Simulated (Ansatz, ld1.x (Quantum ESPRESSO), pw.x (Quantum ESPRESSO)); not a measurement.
**What a changed setting does to a pw.x run (fcc Os)**

Potential: norm-conserving Troullier–Martins (Kleinman–Bylander form), ld1.x (Quantum ESPRESSO) 7.5, PBE; core [Xe] 4f14, reference 5d6 6s1.75 6p0.25; waves: 6s (bound): rc 3.20 bohr; 6p (bound): rc 3.14 bohr; 5d (bound): rc 1.98 bohr; local part: all-electron potential smoothed inside 2.94 bohr (lloc = -1); core correction: a·sin(br)/r model core inside 1.25 bohr.

The reference run (k-mesh 15³, cutoffs 50/200 Ry, Fermi–Dirac 0.01 Ry, mixing_beta 0.4, conv_thr 1e-9, no spin) gives 5.58 GPa at 14.323 Å³/atom, where all-electron LAPW gives 0.41 GPa. This run, with its own iteration cap, changes smearing to mv.

```
&control
  calculation='scf', prefix='x', pseudo_dir='./', outdir='./tmp', tstress=.true., disk_io='none'
/
&system
  ibrav=0, nat=1, ntyp=1, ecutwfc=50, ecutrho=200, nbnd=11,
  occupations='smearing', smearing='mv', degauss=0.01
/
&electrons
  conv_thr=1e-09, mixing_beta=0.4, electron_maxstep=50
/
ATOMIC_SPECIES
Os 1.0 Os.UPF
CELL_PARAMETERS angstrom
  0.00000000 1.92753083 1.92753083
  1.92753083 0.00000000 1.92753083
  1.92753083 1.92753083 0.00000000
ATOMIC_POSITIONS crystal
Os 0.0000 0.0000 0.0000
K_POINTS automatic
15 15 15 0 0 0
```

```bash
pw.x < Os.scf.in > Os.scf.out
```

Question: How does the run end?

Answer: It converges in 6 iterations; the free energy moves by +20.5 meV/atom and the pressure by -0.45 GPa. This scheme is built to cancel the term in the square of the width that Fermi–Dirac smearing leaves in the F of a metal.

```
Message from routine setup:
     using ibrav=0 with symmetry is DISCOURAGED, use correct ibrav instead
     lattice parameter (alat)  =       5.1513  a.u.
     unit-cell volume          =      96.6564 (a.u.)^3
     number of electrons       =         8.00
     number of Kohn-Sham states=           11
     kinetic-energy cutoff     =      50.0000  Ry
     charge density cutoff     =     200.0000  Ry
     scf convergence threshold =      1.0E-09
     Exchange-correlation= PBE
     number of k points=   120  Marzari-Vanderbilt smearing, width (Ry)=  0.0100
     iteration #  1     ecut=    50.00 Ry     beta= 0.40
     total energy              =     -47.93924066 Ry
     estimated scf accuracy    <       0.04687887 Ry
     iteration #  2     ecut=    50.00 Ry     beta= 0.40
     total energy              =     -47.94118270 Ry
     estimated scf accuracy    <       0.00430483 Ry
     iteration #  3     ecut=    50.00 Ry     beta= 0.40
     total energy              =     -47.94198289 Ry
     estimated scf accuracy    <       0.00006063 Ry
     iteration #  4     ecut=    50.00 Ry     beta= 0.40
     total energy              =     -47.94198545 Ry
     estimated scf accuracy    <       0.00000122 Ry
     iteration #  5     ecut=    50.00 Ry     beta= 0.40
     total energy              =     -47.94198564 Ry
     estimated scf accuracy    <       0.00000007 Ry
     iteration #  6     ecut=    50.00 Ry     beta= 0.40
     the Fermi energy is    18.5343 ev
!    total energy              =     -47.94198564 Ry
     estimated scf accuracy    <          6.8E-10 Ry
     smearing contrib. (-TS)   =       0.00012144 Ry
     The total energy is F=E-TS. E is the sum of the following terms:
     one-electron contribution =      17.05345435 Ry
     hartree contribution      =       0.99334405 Ry
     xc contribution           =     -25.71014899 Ry
     ewald contribution        =     -40.27875648 Ry
     convergence has been achieved in   6 iterations
          total   stress  (Ry/bohr**3)                   (kbar)     P=       51.32
     Message from routine punch:
     Nothing written, as per user request (disk_io='none')
```

The run took about 6 s on one core of a shared host (Neoverse-V2, 96 threads, 742 GiB, load 39).
